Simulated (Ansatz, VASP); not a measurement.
One calculation of KI, two programs

POSCAR

```
KI
1.0
    4.2909401194      0.0000000000      0.0000000000
    0.0000000000      4.2909401194      0.0000000000
    0.0000000000      0.0000000000      4.2909401194
K I
1 1
Direct
    0.0000000000      0.0000000000      0.0000000000
    0.5000000000      0.5000000000      0.5000000000
```

Contents of INCAR.step1:

```
SYSTEM = KI
PREC     = Accurate       ! precision mode
ENCUT    = 520            ! plane-wave cutoff, eV
ISMEAR   = 0              ! smearing method
SIGMA    = 0.01           ! smearing width, eV
LREAL    = .False.        ! projectors in reciprocal space
LASPH    = .True.         ! aspherical terms in the spheres
NELM     = 60             ! most SCF steps
NBANDS   = 15             ! bands
GGA      = PE             ! functional
ALGO     = Normal         ! electronic algorithm
EDIFF    = 1E-4           ! SCF threshold, eV
LWAVE    = .True.         ! write WAVECAR
LCHARG   = .False.        ! write CHGCAR
```

File INCAR.step2:

```
SYSTEM = KI
PREC     = Accurate       ! precision mode
ENCUT    = 520            ! plane-wave cutoff, eV
EDIFF    = 1E-6           ! SCF threshold, eV
ISMEAR   = 0              ! smearing method
SIGMA    = 0.01           ! smearing width, eV
LREAL    = .False.        ! projectors in reciprocal space
LASPH    = .True.         ! aspherical terms in the spheres
NELM     = 60             ! most SCF steps
ALGO     = Normal         ! electronic algorithm
ISIF     = 2              ! what is computed and relaxed
LWAVE    = .False.        ! write WAVECAR
LCHARG   = .True.         ! write CHGCAR
METAGGA  = R2SCAN         ! meta-GGA
LMIXTAU  = .True.       
LELF     = .True.         ! ELF
LVHAR    = .True.       
NBANDS   = 15             ! bands
ISTART   = 1
```

KPOINTS

```
regular mesh
0
Gamma
  6 6 6
  0 0 0
```

Input for Ansatz:

```yaml
crystal:
  lattice:
    - [4.2909401194, 0.0, 0.0]
    - [0.0, 4.2909401194, 0.0]
    - [0.0, 0.0, 4.2909401194]
  atoms:
    - { symbol: K, position: [0.0, 0.0, 0.0] }
    - { symbol: I, position: [0.5, 0.5, 0.5] }
kpoints:
  mp_grid: { grid: [6, 6, 6] }
  band_path:
    path:
      - [0.0, 0.0, 0.0]
      - [0.0, 0.5, 0.0]
      - [0.5, 0.5, 0.0]
      - [0.5, 0.5, 0.5]
      - [0.0, 0.5, 0.5]
    npoints: 1
hamiltonian:
  xc: r2scan
scf:
  occupations: { method: fixed }
  n_extra_bands: 4
output:
  forces: true
  stress: true
  eigenvalues: true
```

Alike in both runs: task single point; functional r2SCAN; k mesh 6 × 6 × 6; no spin polarisation.

|  | VASP | Ansatz |
| --- | --- | --- |
| version | VASP 6.6.1 | Ansatz 0.2.0 |
| potentials or method | VASP PAW PBE potentials, release 64 (K_sv, I) | plane waves, PAW |
| plane-wave cutoff (eV) | 520 | 500 |
| occupations | gaussian, width 0.01 eV | fixed |
| valence electrons in the cell | 16 | 26 |

```csv
,VASP,Ansatz,Ansatz less VASP
gap on the k mesh at the Fermi level (eV),4.04,4.04,+0.002
pressure (GPa),0.0,0.0,+0.01
```

The two sets of potentials don't hold the same shells in valence.

Caveats: the PAW data sets were made with another functional, which shifts forces and pressure a little (VASP); spin-orbit coupling is left out, which moves the levels of the heavy elements. r2SCAN opens gaps a little over a GGA but as a rule still falls short of measured ones. A k mesh can miss the band edges.
